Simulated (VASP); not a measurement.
# InP (F-43m) in VASP: a series of runs

The runs below take InP through relaxation of cell and atoms, with PBEsol, LDA.

Everything below comes from runs of VASP 6.6.1. Logs are shortened: lines on timing, memory, paths and dates and some standing lists are left out, and cuts for length are marked.

**1. Starting point**

Symmetry: F-43m, No. 216, cubic system. Conventional cell: a = 5.879 Å, b = 5.879 Å, c = 5.879 Å, α = 90.00°, β = 90.00°, γ = 90.00°. In (site symmetry -43m) is surrounded by 4 P at 2.55 Å. P (site symmetry -43m) is surrounded by 4 In at 2.55 Å.

**2. Relaxation of cell and atoms, PBEsol**

INCAR reads:

```
ALGO = Normal
EDIFF = 1E-7
EDIFFG = -0.005
ENCUT = 600
GGA = PS
IBRION = 2
ISIF = 3
ISMEAR = 0
LASPH = T
LCHARG = F
LREAL = F
LWAVE = F
NELM = 80
NSW = 90
PREC = Accurate
SIGMA = 0.03
```

KPOINTS reads:

```
k-points
0
Gamma
  8 8 8
```

POSCAR reads:

```
InP                                     
1.0
   -0.0000000000      2.9393308163      2.9393308163
    2.9393308163      0.0000000000      2.9393308163
    2.9393308163      2.9393308163      0.0000000000
  In              P             
     1     1
Direct
     0.0000000000000000    0.0000000000000000    0.0000000000000000
     0.2500000000000000    0.2500000000000000    0.2500000000000000
```

Potentials or basis: VASP PAW PBE potentials, release 64 (In_d, P).

Command:

```
$ cat potpaw_PBE.64/In_d/POTCAR potpaw_PBE.64/P/POTCAR > POTCAR
$ mpirun -np 1 vasp_std > vasp.out
```

OUTCAR:

```text
EDIFF = 1E-7
   EDIFFG = -0.005
   ENCUT = 600
   GGA = PS
   IBRION = 2
   ISIF = 3
   ISMEAR = 0
   LASPH = T
   LREAL = F
   NELM = 80
   NSW = 90
   PREC = Accurate

 ion  position               nearest neighbor table
   1  0.000  0.000  0.000-   2 2.55   2 2.55   2 2.55   2 2.55
   2  0.250  0.250  0.250-   1 2.55   1 2.55   1 2.55   1 2.55

  LATTYP: Found a face centered cubic cell.
 ALAT       =     5.8786616326

  Lattice vectors:

 A1 = (   0.0000000000,   2.9393308163,   2.9393308163)
 A2 = (   2.9393308163,   0.0000000000,   2.9393308163)
 A3 = (   2.9393308163,   2.9393308163,   0.0000000000)

Analysis of symmetry for initial positions (statically):
=====================================================================
 Subroutine PRICEL returns:
 Original cell was already a primitive cell.

 Routine SETGRP: Setting up the symmetry group for a
 face centered cubic supercell.

 Subroutine GETGRP returns: Found 24 space group operations
 (whereof 24 operations were pure point group operations)
 out of a pool of 48 trial point group operations.

The static configuration has the point symmetry T_d .

Analysis of symmetry for dynamics (positions and initial velocities):
=====================================================================
 Subroutine PRICEL returns:
 Original cell was already a primitive cell.

 Routine SETGRP: Setting up the symmetry group for a
 face centered cubic supercell.

 Subroutine GETGRP returns: Found 24 space group operations
 (whereof 24 operations were pure point group operations)
 out of a pool of 48 trial point group operations.

The dynamic configuration has the point symmetry T_d .

 Subroutine INISYM returns: Found 24 space group operations
 (whereof 24 operations are pure point group operations),
 and found     1 'primitive' translations

----------------------------------------------------------------------------------------

                                     Primitive cell

  volume of cell :      50.7897

  direct lattice vectors                    reciprocal lattice vectors
     0.000000000  2.939330816  2.939330816    -0.170106746  0.170106746  0.170106746
     2.939330816  0.000000000  2.939330816     0.170106746 -0.170106746  0.170106746
     2.939330816  2.939330816  0.000000000     0.170106746  0.170106746 -0.170106746

  length of vectors
     4.156841505  4.156841505  4.156841505     0.294633526  0.294633526  0.294633526

  position of ions in fractional coordinates (direct lattice)
     0.000000000  0.000000000  0.000000000
     0.250000000  0.250000000  0.250000000

  ion indices of the primitive-cell ions
   primitive index   ion index
[... 90 lines left out ...]
   EFERMI_NEDOS =   21; number of points for ismear=-14 and -15
   IALGO  =     38    algorithm
   IMIX   =      4    mixing-type and parameters
     AMIX     =   0.40;   BMIX     =  1.00
     AMIX_MAG =   1.60;   BMIX_MAG =  1.00
  volume/ion in A,a.u.               =      25.39       171.37
  Fermi-wavevector in a.u.,A,eV,Ry     =   1.158530  2.189304 18.261620  1.342191
  Thomas-Fermi vector in A             =   2.295131
   LORBIT       =      0    0 simple, 1 ext, 2 COOP (PROOUT), +10 PAW based schemes
   GGA     = PS    functional components
   LHFCALC =     F    Hartree Fock is set to
   AEXX    =    0.0000 exact exchange contribution
   IVDW    =     0    specifies the selected vdW correction
   LEPSILON=     F    determine dielectric tensor
   LRPA    =     F    only Hartree local field effects (RPA)
 conjugate gradient relaxation of ions
 non-spin polarized calculation
 Gauss-broadening in eV      SIGMA  =   0.03
  energy-cutoff  :      600.00
  volume of cell :       50.79
 maximum number of plane-waves:      1719
 NGX is ok and might be reduce to    36
   NGX = 17   NGY = 17   NGZ = 17

 number of electron      17.9999998 magnetization

 Free energy of the ion-electron system (eV)
  ---------------------------------------------------
  ext. energy  EPLUGINS =         0.00000000
  ---------------------------------------------------
  free energy    TOTEN  =        -9.15513024 eV

  energy without entropy =       -9.15513024  energy(sigma->0) =       -9.15513024

 E-fermi :   5.1923     XC(G=0):  -9.4392

 val. band max:        4.9935659751   @ k =   0.0000   0.0000   0.0000
 cond. band min:       5.5597555384   @ k =   0.0000   0.0000   0.0000
 fundamental gap:      0.5661895633
 Fermi energy:         5.1922565697

 k-point     1 :       0.0000    0.0000    0.0000
  band No.  band energies     occupation
      1      -9.1377      2.00000
      2      -9.1377      2.00000
      3      -9.1377      2.00000
      4      -8.9876      2.00000
      5      -8.9876      2.00000
      6      -6.4925      2.00000
      7       4.9936      2.00000
      8       4.9936      2.00000
      9       4.9936      2.00000
     10       5.5598      0.00000
     11       9.0098      0.00000
     12       9.0098      0.00000
     13       9.0098      0.00000
[... 354 lines left out ...]
  band No.  band energies     occupation
      1      -9.2688      2.00000
      2      -9.0901      2.00000
      3      -9.0702      2.00000
      4      -8.9932      2.00000
      5      -8.9749      2.00000
      6      -4.4550      2.00000
      7      -0.5733      2.00000
      8       2.2829      2.00000
      9       3.3560      2.00000
     10       8.0705      0.00000
     11       9.0720      0.00000
     12      10.7918      0.00000
     13      12.1026      0.00000

 [... further k-points ...]

------------------------ aborting loop because EDIFF is reached ----------------------------------------

  FORCE on cell =-STRESS in cart. coord.  units (eV):
  Direction    XX          YY          ZZ          XY          YZ          ZX
  --------------------------------------------------------------------------------------
  -------------------------------------------------------------------------------------
  Total       -0.0019639     -0.0019639     -0.0019639      0.0000000      0.0000000      0.0000000
  in kB       -0.0619519     -0.0619519     -0.0619519      0.0000000      0.0000000      0.0000000
  external PRESSURE =      -0.0619519 kB  Pullay stress =       0.0000000 kB

 VOLUME and BASIS-vectors are now :
 -----------------------------------------------------------------------------
  energy-cutoff  :      600.00
  volume of cell :       50.79
      direct lattice vectors                 reciprocal lattice vectors
     0.000000000  2.939330816  2.939330816    -0.170106746  0.170106746  0.170106746
     2.939330816  0.000000000  2.939330816     0.170106746 -0.170106746  0.170106746
     2.939330816  2.939330816  0.000000000     0.170106746  0.170106746 -0.170106746

 POSITION                                       TOTAL-FORCE (eV/Angst)
 -----------------------------------------------------------------------------------
      0.00000      0.00000      0.00000        -0.000000     -0.000000     -0.000000
      1.46967      1.46967      1.46967         0.000000      0.000000      0.000000
 -----------------------------------------------------------------------------------
    total drift:                               -0.000000     -0.000000     -0.000000

  FREE ENERGIE OF THE ION-ELECTRON SYSTEM (eV)
  ---------------------------------------------------
  free  energy   TOTEN  =        -9.1551302361 eV

  energy  without entropy=       -9.1551302361  energy(sigma->0) =       -9.15513024

 reached required accuracy - stopping structural energy minimisation
```

OSZICAR:

```text
N       E                     dE             d eps       ncg     rms          rms(c)
DAV:   1     0.118329640606E+03    0.11833E+03   -0.93249E+03   754   0.171E+03
DAV:   2    -0.202556147176E+00   -0.11853E+03   -0.11478E+03   764   0.347E+02
DAV:   3    -0.928476854690E+01   -0.90822E+01   -0.89991E+01   969   0.962E+01
DAV:   4    -0.954707423416E+01   -0.26231E+00   -0.26207E+00   879   0.173E+01
DAV:   5    -0.955726120851E+01   -0.10187E-01   -0.10187E-01  1149   0.321E+00    0.541E+00
DAV:   6    -0.919052066019E+01    0.36674E+00   -0.69308E-01  1121   0.163E+01    0.321E+00
DAV:   7    -0.915772514250E+01    0.32796E-01   -0.17347E-01  1075   0.411E+00    0.110E+00
DAV:   8    -0.915492304282E+01    0.28021E-02   -0.15495E-02  1003   0.180E+00    0.354E-01
DAV:   9    -0.915508748862E+01   -0.16445E-03   -0.17448E-03   977   0.670E-01    0.169E-01
DAV:  10    -0.915510590050E+01   -0.18412E-04   -0.16628E-04   905   0.108E-01    0.113E-01
DAV:  11    -0.915512931349E+01   -0.23413E-04   -0.30178E-05   890   0.517E-02    0.189E-02
DAV:  12    -0.915513027351E+01   -0.96002E-06   -0.14294E-05   969   0.809E-02    0.170E-02
DAV:  13    -0.915513023613E+01    0.37376E-07   -0.90247E-07   982   0.103E-02
   1 F= -.91551302E+01 E0= -.91551302E+01  d E =-.915513E+01
```

CONTCAR:

```text
InP
   1.00000000000000
     0.0000000000000000    2.9393308163000000    2.9393308163000000
     2.9393308163000000    0.0000000000000000    2.9393308163000000
     2.9393308163000000    2.9393308163000000    0.0000000000000000
  In              P
     1     1
Direct
     0.0000000000000000    0.0000000000000000    0.0000000000000000
     0.2500000000000000    0.2500000000000000    0.2500000000000000

  0.00000000E+00  0.00000000E+00  0.00000000E+00
  0.00000000E+00  0.00000000E+00  0.00000000E+00
```

It took 14 s on 1 thread of Intel Xeon Platinum 8488C (Sapphire Rapids), shared host; peak memory 0.21 GiB.

Results:

```
Free energy             : -9.1551 eV
Pressure after relaxing : 0.0 GPa
Band gap on the k mesh  : 0.57 eV, direct
```

Final structure:
```
CELL_PARAMETERS angstrom
0.00000 2.93933 2.93933
2.93933 0.00000 2.93933
2.93933 2.93933 0.00000
ATOMIC_POSITIONS crystal
In 0.00000 0.00000 0.00000
P 0.25000 0.25000 0.25000
```

Levels at points of the mesh, in eV from the valence-band top:
```
           k point  band 7  band 8  band 9  band 10  band 11  band 12
(0.00, 0.00, 0.00)    0.00    0.00    0.00     0.57     4.02     4.02
(0.50, 0.00, 0.00)   -5.75   -0.97   -0.97     1.38     4.73     4.73
(0.50, 0.50, 0.00)   -5.78   -2.32   -2.32     1.65     2.17     9.04
```

Caveat: the relaxation stopped at its first step, so nothing moved; the PAW data sets were made with another functional, which shifts forces and pressure a little; spin-orbit coupling is left out, which moves the levels of the heavy elements. As with any semilocal functional, this PBEsol gap is likely too small.

**3. Relaxation of cell and atoms, LDA**

This run uses another cell than the first one, of 25.17 Å³/atom, 0.991 times its volume.

INCAR reads:

```
SYSTEM = InP
  ALGO = Normal
  EDIFF = 1E-6
  EDIFFG = -0.01
  ENCUT = 600
  GGA = CA
  IBRION = 2
  ISIF = 3
  ISMEAR = 0
  LASPH = .True.
  LCHARG = .False.
  LREAL = .False.
  LWAVE = .False.
  NELM = 80
  NSW = 90
  PREC = Accurate
  SIGMA = 0.03
```

KPOINTS reads:

```
k-points
0
Gamma
  8 8 8
  0 0 0
```

POSCAR reads:

```
InP
1.0
    0.0000000000      2.9305000000      2.9305000000
    2.9305000000      0.0000000000      2.9305000000
    2.9305000000      2.9305000000      0.0000000000
In P
1 1
Direct
    0.0000000000      0.0000000000      0.0000000000
    0.2500000000      0.2500000000      0.2500000000
```

Potentials or basis: VASP PAW LDA potentials, release 64 (In_d, P).

Command:

```
$ cat potpaw_LDA.64/In_d/POTCAR potpaw_LDA.64/P/POTCAR > POTCAR
$ mpirun -np 1 vasp_std > vasp.out
```

Wall time 26 s (1 thread of Intel Xeon 6975P-C (Granite Rapids), shared host); peak memory 0.18 GiB.

Results (log left out):

- Free energy: -9.6724 eV
- Relaxed volume: 24.75 Å³/atom
- Relaxed cell: a = 4.121 Å, b = 4.121 Å, c = 4.121 Å, α = 60.00°, β = 60.00°, γ = 60.00°
- Space group after relaxing (to 0.05 Å): F-43m (No. 216)
- Energy gained by relaxing: 1.5 meV/atom
- Ionic steps: 3
- Pressure after relaxing: 0.0 GPa
- Band gap on the k mesh: 0.60 eV, direct

The path:
```
step  energy change (eV)  largest force (eV/Å)  pressure (GPa)  volume (Å³)
   1              0.0000                0.0000           -1.16        50.33
   2             -0.0020                0.0000            0.73        49.02
   3             -0.0030                0.0000            0.01        49.50
```

Final structure:
```cif
data_structure
_symmetry_space_group_name_H-M 'P 1'
_symmetry_Int_Tables_number 1
_cell_length_a 4.1214
_cell_length_b 4.1214
_cell_length_c 4.1214
_cell_angle_alpha 60.000
_cell_angle_beta 60.000
_cell_angle_gamma 60.000
_cell_volume 49.50
loop_
_atom_site_label
_atom_site_type_symbol
_atom_site_fract_x
_atom_site_fract_y
_atom_site_fract_z
_atom_site_occupancy
In1 In 0.00000 0.00000 0.00000 1
P1 P 0.25000 0.25000 0.25000 1
```

Levels at points of the mesh, in eV from the valence-band top:
| k point | band 6 | band 7 | band 8 | band 9 | band 10 | band 11 | band 12 | band 13 |
| --- | --- | --- | --- | --- | --- | --- | --- | --- |
| (0.00, 0.00, 0.00) | -11.66 | 0.00 | 0.00 | 0.00 | 0.60 | 3.96 | 3.96 | 3.96 |
| (0.50, 0.00, 0.00) | -9.85 | -5.92 | -1.02 | -1.02 | 1.37 | 4.70 | 4.70 | 6.93 |
| (0.50, 0.50, 0.00) | -9.16 | -5.93 | -2.42 | -2.42 | 1.57 | 2.12 | 9.10 | 9.54 |

Caveat: spin-orbit coupling is left out, which moves the levels of the heavy elements.
